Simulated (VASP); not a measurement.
# Pm (Fm-3m) in VASP: further runs

Runs on Pm. Level: LDA. Tasks: single point.

All numbers are computed with VASP 6.6.1; they aren't measurements. Logs are shortened: lines on timing, memory, paths and dates and some standing lists are left out, and cuts for length are marked.

## Step 1: The crystal as given

The structure is cubic, space group Fm-3m (No. 225). The conventional cell has a = 5.168 Å, b = 5.168 Å, c = 5.168 Å, α = 90.00°, β = 90.00°, γ = 90.00°. Pm (site symmetry m-3m) is surrounded by 12 Pm at 3.65 Å.

This isn't the form of Pm at room conditions, which is double hcp.

## Step 2: Single point, LDA, collinear spin, ferromagnetic start

File INCAR:

```
PREC     = Accurate       # precision mode
ENCUT    = 300            # plane-wave cutoff, eV
EDIFF    = 1E-6           # SCF threshold, eV
ISMEAR   = -1             # smearing method
SIGMA    = 0.2            # smearing width, eV
LREAL    = F              # projectors in reciprocal space
LASPH    = T              # aspherical terms in the spheres
NELM     = 100            # most SCF steps
ALGO     = Normal         # electronic algorithm
ISIF     = 2              # what is computed and relaxed
LWAVE    = F              # write WAVECAR
LCHARG   = F              # write CHGCAR
ISPIN    = 2              # spin polarisation
MAGMOM   = 4              # initial moments
LORBIT   = 11             # projections on sites
LMAXMIX  = 6              # l up to which the mixer works
GGA      = CA             # functional
NBANDS   = 18             # bands
ADDGRID  = F
```

File KPOINTS:

```
Automatic mesh
0
Gamma
  3 3 3
```

File POSCAR:

```
Pm
1.0
   -0.0555010000      2.5655700000      2.5293400000
    2.5242190000     -0.0080540000      2.4818930000
    2.6229240000      2.6168280000     -0.1067590000
Pm
1
Direct
    0.0077670000      0.0042080000     -0.0216400000
```

Potentials or basis: VASP PAW PBE potentials, release 64 (Pm).

On the command line:

```console
$ cat potpaw_PBE.64/Pm/POTCAR > POTCAR
$ mpirun -np 1 vasp_std > vasp.out
```

OUTCAR:

```text
PREC = Accurate
   ENCUT = 300
   EDIFF = 1E-6
   ISMEAR = -1
   LREAL = F
   LASPH = T
   NELM = 100
   ISIF = 2
   ISPIN = 2
   LORBIT = 11
   GGA = CA

 Found     14 irreducible k-points:

 Following reciprocal coordinates:
            Coordinates               Weight
  0.000000  0.000000  0.000000      1.000000
  0.333333  0.000000 -0.000000      2.000000
  0.000000  0.333333 -0.000000      2.000000
  0.333333  0.333333 -0.000000      2.000000
 -0.333333  0.333333 -0.000000      2.000000
 -0.000000 -0.000000  0.333333      2.000000
   k-points           NKPTS =     14   k-points in BZ     NKDIM =     14   number of bands    NBANDS=     18
   number of dos      NEDOS =    301   number of ions     NIONS =      1
   total plane-waves  NPLWV =   9600
   dimension x,y,z NGX =    20 NGY =   20 NGZ =   24
   dimension x,y,z NGXF=    40 NGYF=   40 NGZF=   48
   ions per type =               1
   NGX,Y,Z   is equivalent  to a cutoff of   9.23,  9.39, 10.76 a.u.
   NGXF,Y,Z  is equivalent  to a cutoff of  18.46, 18.78, 21.53 a.u.
 SYSTEM =  unknown system
   PREC   = accura    normal or accurate (medium, high low for compatibility)
   ISTART =      0    job   : 0-new  1-cont  2-samecut
   ICHARG =      2    charge: 1-file 2-atom 10-const
   ISPIN  =      2    spin polarized calculation?
   LNONCOLLINEAR =      F non collinear calculations
   LSORBIT =      F    spin-orbit coupling
   LASPH  =      T    aspherical Exc in radial PAW
   ENCUT  =  300.0 eV  22.05 Ry    4.70 a.u.   5.09  5.00  5.23*2*pi/ulx,y,z
   NELM   =    100;   NELMIN=  2; NELMDL= -5     # of ELM steps
   EDIFF  = 0.1E-05   stopping-criterion for ELM
[... 19 lines left out ...]
     AMIX_MAG =   1.60;   BMIX_MAG =  1.00
  volume/ion in A,a.u.               =      34.51       232.91
  Fermi-wavevector in a.u.,A,eV,Ry     =   1.240052  2.343359 20.922083  1.537730
  Thomas-Fermi vector in A             =   2.374509
   LORBIT       =     11    0 simple, 1 ext, 2 COOP (PROOUT), +10 PAW based schemes
[... 5 lines left out ...]
   LRPA    =     F    only Hartree local field effects (RPA)
 spin polarized calculation
  energy-cutoff  :      300.00
  volume of cell :       34.51
 maximum number of plane-waves:       413
   NGX = 11   NGY =  9   NGZ = 11

 number of electron      14.9999999 magnetization       5.0479569

 Free energy of the ion-electron system (eV)
  ---------------------------------------------------
  ext. energy  EPLUGINS =         0.00000000
  ---------------------------------------------------
  free energy    TOTEN  =        -8.47342835 eV

  energy without entropy =       -7.48372468  energy(sigma->0) =       -7.97857651

 E-fermi :   5.5834     XC(G=0): -10.0519

 val. band max:        5.5808713509   @ k =  -0.3333   0.3333  -0.0000
 cond. band min:       5.5892156114   @ k =  -0.0000   0.3333   0.3333
 fundamental gap:      0.0083442605
 Fermi energy:         5.5834233329

 spin component 1

 k-point     1 :       0.0000    0.0000    0.0000
  band No.  band energies     occupation
      1     -32.8541      1.00000
      2     -12.9425      1.00000
      3     -12.8787      1.00000
      4     -12.8290      1.00000
      5       1.4456      1.00000
      6       5.1361      0.90350
[... 10 lines left out ...]
     17       9.8757      0.00000
     18      14.9204      0.00000

 k-point     2 :       0.3333    0.0000   -0.0000
  band No.  band energies     occupation
      1     -32.7691      1.00000
      2     -13.6934      1.00000
      3     -13.0050      1.00000
      4     -12.9415      1.00000
      5       3.3943      0.99998
      6       5.2045      0.86926
[... 10 lines left out ...]
     17      10.7234      0.00000
     18      14.4452      0.00000

 k-point     3 :       0.0000    0.3333   -0.0000
  band No.  band energies     occupation
      1     -32.7562      1.00000
      2     -13.7150      1.00000
      3     -13.0355      1.00000
      4     -12.9910      1.00000
      5       3.4536      0.99998
      6       5.2214      0.85936
[... 34 lines left out ...]
 k-point     5 :      -0.3333    0.3333   -0.0000
  band No.  band energies     occupation
      1     -32.7009      1.00000
      2     -13.6248      1.00000
      3     -13.5820      1.00000
      4     -13.1550      1.00000
      5       4.5976      0.99282
      6       5.2558      0.83728
[... 10 lines left out ...]
     17      12.2002      0.00000
     18      15.8496      0.00000

 k-point     6 :      -0.0000   -0.0000    0.3333
  band No.  band energies     occupation
      1     -32.7829      1.00000
      2     -13.6661      1.00000
      3     -12.9537      1.00000
      4     -12.9107      1.00000
      5       3.3274      0.99999
      6       5.1826      0.88124
[... 10 lines left out ...]
     17      10.6883      0.00000
     18      14.5384      0.00000

 [... further k-points ...]

 spin component 2

 k-point     1 :       0.0000    0.0000    0.0000
  band No.  band energies     occupation
      1     -30.9140      1.00000
      2     -11.3737      1.00000
      3     -11.3064      1.00000
      4     -11.2534      1.00000
      5       2.1345      1.00000
      6       7.6805      0.00003
[... 10 lines left out ...]
     17      10.7777      0.00000
     18      15.9067      0.00000

 k-point     2 :       0.3333    0.0000   -0.0000
  band No.  band energies     occupation
      1     -30.8167      1.00000
      2     -12.2248      1.00000
      3     -11.4435      1.00000
      4     -11.3781      1.00000
      5       4.1263      0.99932
      6       7.0710      0.00059
[... 10 lines left out ...]
     17      11.7361      0.00000
     18      15.3154      0.00000

 k-point     3 :       0.0000    0.3333   -0.0000
  band No.  band energies     occupation
      1     -30.8019      1.00000
      2     -12.2487      1.00000
      3     -11.4774      1.00000
      4     -11.4314      1.00000
      5       4.1847      0.99908
      6       7.1668      0.00036
[... 34 lines left out ...]
 k-point     5 :      -0.3333    0.3333   -0.0000
  band No.  band energies     occupation
      1     -30.7385      1.00000
      2     -12.1450      1.00000
      3     -12.0966      1.00000
      4     -11.6123      1.00000
      5       5.4610      0.64846
      6       6.2854      0.02903
[... 10 lines left out ...]
     17      13.2186      0.00000
     18      16.8825      0.00000

 k-point     6 :      -0.0000   -0.0000    0.3333
  band No.  band energies     occupation
      1     -30.8323      1.00000
      2     -12.1926      1.00000
      3     -11.3899      1.00000
      4     -11.3441      1.00000
      5       4.0586      0.99951
      6       6.9684      0.00098
[... 10 lines left out ...]
     17      11.6898      0.00000
     18      15.4145      0.00000

 [... further k-points ...]
[... 5 lines left out ...]
  --------------------------------------------------------------------------------------
  -------------------------------------------------------------------------------------
  Total       -1.5732995     -1.5462355     -1.5031751     -0.0300925      0.0337444      0.1203396
  in kB      -73.0341932    -71.7778557    -69.7789466     -1.3969263      1.5664511      5.5862869
  external PRESSURE =     -71.5303318 kB  Pullay stress =       0.0000000 kB

 VOLUME and BASIS-vectors are now :
 -----------------------------------------------------------------------------
  energy-cutoff  :      300.00
  volume of cell :       34.51
      direct lattice vectors                 reciprocal lattice vectors
    -0.055501000  2.565570000  2.529340000    -0.188150331  0.196421533  0.191996440
     2.524219000 -0.008054000  2.481893000     0.199708474 -0.192047705  0.199180755
     2.622924000  2.616828000 -0.106759000     0.185079531  0.188976904 -0.187622612

 POSITION                                       TOTAL-FORCE (eV/Angst)
 -----------------------------------------------------------------------------------
      2.57635      2.58009     -0.07436         0.000000     -0.000000      0.000000
 -----------------------------------------------------------------------------------
    total drift:                                0.000018     -0.000035      0.000011

  FREE ENERGIE OF THE ION-ELECTRON SYSTEM (eV)
  ---------------------------------------------------
  free  energy   TOTEN  =        -8.4734283456 eV

  energy  without entropy=       -7.4837246815  energy(sigma->0) =       -7.97857651

 total charge

# of ion       s       p       d       f       tot
--------------------------------------------------
    1        2.027   5.486   0.536   4.399  12.448

 magnetization (x)

# of ion       s       p       d       f       tot
--------------------------------------------------
    1       -0.001   0.020   0.139   4.369   4.527
```

OSZICAR:

```text
N       E                     dE             d eps       ncg     rms          rms(c)
DAV:   1     0.856303973623E+02    0.85630E+02   -0.43296E+03  1034   0.703E+02
DAV:   2     0.196110758777E+00   -0.85434E+02   -0.77666E+02  1062   0.160E+02
[... 11 lines left out ...]
DAV:  14    -0.847349478783E+01    0.16203E-03   -0.93713E-05  1454   0.855E-02    0.229E-01
DAV:  15    -0.847345480786E+01    0.39980E-04   -0.83142E-05  1450   0.669E-02    0.130E-01
DAV:  16    -0.847344188354E+01    0.12924E-04   -0.94721E-06  1108   0.258E-02    0.107E-01
DAV:  17    -0.847343127931E+01    0.10604E-04   -0.76272E-06  1238   0.226E-02    0.493E-02
DAV:  18    -0.847342906223E+01    0.22171E-05   -0.10278E-06   660   0.891E-03    0.259E-02
DAV:  19    -0.847342834559E+01    0.71664E-06   -0.14913E-06   678   0.103E-02
   1 F= -.84734283E+01 E0= -.79785765E+01  d E =-.989704E+00  mag=     5.0480
```

It took 6.7 s on 1 thread of Intel Xeon 6975P-C (Granite Rapids), shared host; peak memory 0.13 GiB.

The run converged, but a check on its numbers failed (symmetry, net force, bounds or a known fault of this set-up), so they aren't taken as properties of the crystal.

Caveat: the k mesh is coarse (spacing up to 0.71 Å⁻¹), so the values aren't converged; the cutoff lies under the usual one of these potentials, so the numbers hold a large basis-set error; the magnetic or orbital state may not be the lowest; the PAW data sets were made with another functional, which shifts forces and pressure a little; spin-orbit coupling is left out, which moves the levels of the heavy elements.

## Step 3: Single point, LDA, collinear spin, ferromagnetic start

This run uses another cell than the first one, of the same volume but with other edges.

Changes to INCAR since step 2:

```diff
@@ -1,3 +1,3 @@
 PREC     = Accurate       # precision mode
-ENCUT    = 300            # plane-wave cutoff, eV
+ENCUT    = 700            # plane-wave cutoff, eV
 EDIFF    = 1E-6           # SCF threshold, eV
```

File KPOINTS:

```
Automatic mesh
0
Gamma
  2 2 2
```

File POSCAR:

```
Pm
1.0
    0.0000000000      2.5841748100      2.5841748100
    2.5841748100      0.0000000000      2.5841748100
    2.5841748100      2.5841748100      0.0000000000
Pm
1
Direct
    0.0000000000      0.0000000000      0.0000000000
```

Potentials or basis: VASP PAW PBE potentials, release 64 (Pm).

On the command line:

```console
$ cat potpaw_PBE.64/Pm/POTCAR > POTCAR
$ mpirun -np 1 vasp_std > vasp.out
```

It took 5.3 s on 1 thread of Intel Xeon 6975P-C (Granite Rapids), shared host; peak memory 0.16 GiB.

The run converged, but some of its settings lie outside the range that counts as converged, so its numbers aren't taken as properties of the crystal.

What came out:

* Free energy: -9.9609 eV
* Pressure: -16.1 GPa
* Band gap on the k mesh: none (metal or under the smearing width)
* Net moment: 4.62 μB per cell
* Site moments: Pm +4.37 μB
* Valence electrons inside the program's atomic spheres: Pm 12.37

Caveat: the k mesh is coarse (spacing up to 1.05 Å⁻¹), so the values aren't converged; the magnetic or orbital state may not be the lowest; the PAW data sets were made with another functional, which shifts forces and pressure a little; spin-orbit coupling is left out, which moves the levels of the heavy elements.

(Continued in part 2 of 3.)
